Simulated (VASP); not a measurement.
# Be (Fm-3m) in VASP: a series of runs

The runs below take Be through relaxation of cell and atoms, atomic charges, with PBEsol, PBE, rSCAN+D3(BJ).

Everything below comes from runs of VASP 6.6.1. Logs are shortened: lines on timing, memory, paths and dates and some standing lists are left out, and cuts for length are marked.

## (1) Starting point

It takes space group Fm-3m (No. 225, cubic). The conventional cell has a = 3.158 Å, b = 3.158 Å, c = 3.158 Å, α = 90.00°, β = 90.00°, γ = 90.00°. Be (site symmetry m-3m) is surrounded by 12 Be at 2.23 Å.

The cell was built by a generator and needn't be a form met in nature.

## (2) Relaxation of cell and atoms, PBEsol, target pressure 30 GPa, at which the enthalpy is minimised

INCAR reads:

```
SYSTEM = Be
PREC     = Accurate       ! precision mode
ENCUT    = 600            ! plane-wave cutoff, eV
EDIFF    = 1E-6           ! SCF threshold, eV
ISMEAR   = -1             ! smearing method
SIGMA    = 0.05           ! smearing width, eV
LREAL    = .FALSE.        ! projectors in reciprocal space
LASPH    = .TRUE.         ! aspherical terms in the spheres
NELM     = 60             ! most SCF steps
ALGO     = Normal         ! electronic algorithm
ISIF     = 3              ! what is computed and relaxed
LWAVE    = .FALSE.        ! write WAVECAR
LCHARG   = .FALSE.        ! write CHGCAR
GGA      = PS             ! functional
IBRION   = 2              ! ionic algorithm
NSW      = 60             ! ionic steps
EDIFFG   = -0.01          ! ionic threshold
PSTRESS  = 300
```

KPOINTS reads:

```
Automatic mesh
0
G
  14 14 14
  0 0 0
```

POSCAR reads:

```
Be
1.0
    0.0000000000      1.5790500000      1.5790500000
    1.5790500000      0.0000000000      1.5790500000
    1.5790500000      1.5790500000      0.0000000000
Be
1
Direct
    0.0000000000      0.0000000000      0.0000000000
```

Potentials or basis: VASP PAW PBE potentials, release 64 (Be).

Launch:

```bash
> cat potpaw_PBE.64/Be/POTCAR > POTCAR
> mpirun -np 1 vasp_std > vasp.out
```

OUTCAR:

```text
SYSTEM = Be
   PREC = Accurate
   ENCUT = 600
   EDIFF = 1E-6
   ISMEAR = -1
   LREAL = .FALSE.
   LASPH = .TRUE.
   NELM = 60
   ISIF = 3
   GGA = PS
   IBRION = 2
   NSW = 60
   EDIFFG = -0.01
   PSTRESS = 300

 ion  position               nearest neighbor table
   1  0.000  0.000  0.000-

  LATTYP: Found a face centered cubic cell.
 ALAT       =     3.1581000000

  Lattice vectors:

 A1 = (   0.0000000000,   1.5790500000,   1.5790500000)
 A2 = (   1.5790500000,   0.0000000000,   1.5790500000)
 A3 = (   1.5790500000,   1.5790500000,   0.0000000000)

Analysis of symmetry for initial positions (statically):
=====================================================================
 Subroutine PRICEL returns:
 Original cell was already a primitive cell.

 Routine SETGRP: Setting up the symmetry group for a
 face centered cubic supercell.

 Subroutine GETGRP returns: Found 48 space group operations
 (whereof 48 operations were pure point group operations)
 out of a pool of 48 trial point group operations.

The static configuration has the point symmetry O_h .

Analysis of symmetry for dynamics (positions and initial velocities):
=====================================================================
 Subroutine PRICEL returns:
 Original cell was already a primitive cell.

 Routine SETGRP: Setting up the symmetry group for a
 face centered cubic supercell.

 Subroutine GETGRP returns: Found 48 space group operations
 (whereof 48 operations were pure point group operations)
 out of a pool of 48 trial point group operations.

The dynamic configuration has the point symmetry O_h .

 Subroutine INISYM returns: Found 48 space group operations
 (whereof 48 operations are pure point group operations),
 and found     1 'primitive' translations

----------------------------------------------------------------------------------------

                                     Primitive cell

  volume of cell :       7.8744

  direct lattice vectors                    reciprocal lattice vectors
     0.000000000  1.579050000  1.579050000    -0.316646085  0.316646085  0.316646085
     1.579050000  0.000000000  1.579050000     0.316646085 -0.316646085  0.316646085
     1.579050000  1.579050000  0.000000000     0.316646085  0.316646085 -0.316646085

  length of vectors
     2.233113926  2.233113926  2.233113926     0.548447107  0.548447107  0.548447107
[... 88 lines left out ...]
   TEBEG  =    0.0;   TEEND  =   0.0 temperature during run
   PSTRESS=  300.0 pullay stress
   NELECT =       2.0000    total number of electrons
   NUPDOWN=      -1.0000    fix difference up-down
   EMIN   =  10.00;   EMAX   =-10.00  energy-range for DOS
   EFERMI =   0.00;   METHOD = LEGACY
   ISMEAR =    -1;   SIGMA  =   0.05  broadening in eV -4-tet -1-fermi 0-gaus
   EFERMI_NEDOS =   21; number of points for ismear=-14 and -15
   IALGO  =     38    algorithm
   IMIX   =      4    mixing-type and parameters
     AMIX     =   0.40;   BMIX     =  1.00
     AMIX_MAG =   1.60;   BMIX_MAG =  1.00
  volume/ion in A,a.u.               =       7.87        53.14
  Fermi-wavevector in a.u.,A,eV,Ry     =   1.036762  1.959196 14.624560  1.074875
  Thomas-Fermi vector in A             =   2.171168
   LORBIT       =      0    0 simple, 1 ext, 2 COOP (PROOUT), +10 PAW based schemes
   GGA     = PS    functional components
   LHFCALC =     F    Hartree Fock is set to
   AEXX    =    0.0000 exact exchange contribution
   IVDW    =     0    specifies the selected vdW correction
   LEPSILON=     F    determine dielectric tensor
   LRPA    =     F    only Hartree local field effects (RPA)
 conjugate gradient relaxation of ions
 non-spin polarized calculation
  energy-cutoff  :      600.00
  volume of cell :        7.87
 maximum number of plane-waves:       279
 NGX is ok and might be reduce to    18
   NGX =  9   NGY =  9   NGZ =  9

--------------------------------------- Ionic step        1  -------------------------------------------

 number of electron       2.0000000 magnetization

 Free energy of the ion-electron system (eV)
  ---------------------------------------------------
  ext. energy  EPLUGINS =         0.00000000
  ---------------------------------------------------
  free energy    TOTEN  =        -3.91496802 eV

  energy without entropy =       -3.91402107  energy(sigma->0) =       -3.91449454

------------------------ aborting loop because EDIFF is reached ----------------------------------------

  FORCE on cell =-STRESS in cart. coord.  units (eV):
  Direction    XX          YY          ZZ          XY          YZ          ZX
  --------------------------------------------------------------------------------------
  -------------------------------------------------------------------------------------
  Total       -0.0476018     -0.0476018     -0.0476018     -0.0000000      0.0000000     -0.0000000
  in kB       -9.6853741     -9.6853741     -9.6853741     -0.0000000      0.0000000     -0.0000000
  external PRESSURE =    -309.6853741 kB  Pullay stress =     300.0000000 kB
[... 61 lines left out ...]
--------------------------------------- Ionic step        3  -------------------------------------------

 number of electron       2.0000000 magnetization

 Free energy of the ion-electron system (eV)
  ---------------------------------------------------
  ext. energy  EPLUGINS =         0.00000000
  ---------------------------------------------------
  free energy    TOTEN  =        -3.80842067 eV

  energy without entropy =       -3.80781754  energy(sigma->0) =       -3.80811910

 E-fermi :   9.1275     XC(G=0): -11.2626

 val. band max:        8.9961507375   @ k =  -0.2857   0.4286   0.2143
 cond. band min:       9.1918995285   @ k =  -0.2857   0.5000   0.2143
 fundamental gap:      0.1957487910
 Fermi energy:         9.1275163162

 k-point     1 :       0.0000    0.0000    0.0000
  band No.  band energies     occupation
      1      -3.7129      2.00000
      2      31.8445      0.00000
      3      31.8445      0.00000
      4      31.8445      0.00000
      5      42.0812      0.00000
[... 177 lines left out ...]
 k-point    24 :       0.2857    0.1429    0.0000
  band No.  band energies     occupation
      1      -1.0654      2.00000
      2      20.8838      0.00000
      3      25.7368      0.00000
      4      30.2351      0.00000
      5      34.6907      0.00000

 [... further k-points ...]

------------------------ aborting loop because EDIFF is reached ----------------------------------------

  FORCE on cell =-STRESS in cart. coord.  units (eV):
  Direction    XX          YY          ZZ          XY          YZ          ZX
  --------------------------------------------------------------------------------------
  -------------------------------------------------------------------------------------
  Total        1.2295452      1.2295452      1.2295452      0.0000000      0.0000000     -0.0000000
  in kB      302.1479557    302.1479557    302.1479557      0.0000000      0.0000000     -0.0000000
  external PRESSURE =       2.1479557 kB  Pullay stress =     300.0000000 kB
[... 20 lines left out ...]
  energy  without entropy=       -3.8078175370  energy(sigma->0) =       -3.80811910

  enthalpy is  TOTEN    =        -2.5876162877 eV   P V=        1.2208043826

 reached required accuracy - stopping structural energy minimisation
```

OSZICAR:

```text
N       E                     dE             d eps       ncg     rms          rms(c)
DAV:   1    -0.208614954468E+01   -0.20861E+01   -0.11793E+03  1080   0.368E+02
DAV:   2    -0.391709705444E+01   -0.18309E+01   -0.17452E+01  1410   0.399E+01
DAV:   3    -0.392855899553E+01   -0.11462E-01   -0.11292E-01  1255   0.248E+00
[... 15 lines left out ...]
       N       E                     dE             d eps       ncg     rms          rms(c)
DAV:   1    -0.380854274368E+01   -0.55498E-01   -0.20183E-02  1070   0.180E+00    0.673E-02
DAV:   2    -0.380846723152E+01    0.75512E-04   -0.17247E-05  1285   0.591E-02    0.417E-02
DAV:   3    -0.380842084657E+01    0.46385E-04   -0.16591E-05  1075   0.734E-02    0.134E-03
DAV:   4    -0.380842067028E+01    0.17628E-06   -0.39295E-08   820   0.284E-03
   3 F= -.25876163E+01 E0= -.25873147E+01  d E =-.147092E+00
```

CONTCAR:

```text
Be
   1.00000000000000
    -0.0000000000000000    1.4827518363660057    1.4827518363660057
     1.4827518363660057    0.0000000000000000    1.4827518363660057
     1.4827518363660057    1.4827518363660057   -0.0000000000000000
  Be
     1
Direct
     0.0000000000000000    0.0000000000000000    0.0000000000000000

  0.00000000E+00  0.00000000E+00  0.00000000E+00
```

Run time: 3.7 s. Hardware: 1 thread of Intel Xeon 6975P-C (Granite Rapids), shared host; peak memory 0.12 GiB.

Results:

- Free energy: -3.8084 eV
- Relaxed volume: 6.52 Å³/atom
- Relaxed cell: a = 2.097 Å, b = 2.097 Å, c = 2.097 Å, α = 60.00°, β = 60.00°, γ = 60.00°
- Space group after relaxing (to 0.05 Å): Fm-3m (No. 225)
- Energy change on relaxing (the enthalpy is what falls): +106.5 meV/atom
- Ionic steps: 3
- Pressure after relaxing: 30.2 GPa
- Band gap on the k mesh: none (metal or under the smearing width)

The path:
```tsv
step	energy change (eV)	largest force (eV/Å)	pressure (GPa)	volume (Å³)
1	0.0000	0.0000	-0.97	7.87
2	0.1619	0.0000	39.42	6.26
3	0.1065	0.0000	30.21	6.52
```

Final structure:
```yaml
crystal:
  lattice:
    - [0.00000, 1.48275, 1.48275]
    - [1.48275, 0.00000, 1.48275]
    - [1.48275, 1.48275, 0.00000]
  atoms:
    - { symbol: Be, position: [0.00000, 0.00000, 0.00000] }
```

Levels at points of the mesh, in eV from the Fermi level:
```csv
k point,band 1,band 2,band 3,band 4,band 5
"(0.00, 0.00, 0.00)",-12.84,22.72,22.72,22.72,32.95
"(0.50, 0.00, 0.00)",-6.03,0.78,19.27,19.27,29.65
"(0.50, 0.50, 0.00)",-2.98,4.76,11.09,11.09,17.07
```

Caveat: the cell is relaxed towards a set pressure, so the enthalpy falls and the energy may rise; the volume moved by over 15 % at a fixed basis, so the end points are rough; the PAW data sets were made with another functional, which shifts forces and pressure a little.

(Continued in part 2 of 2.)
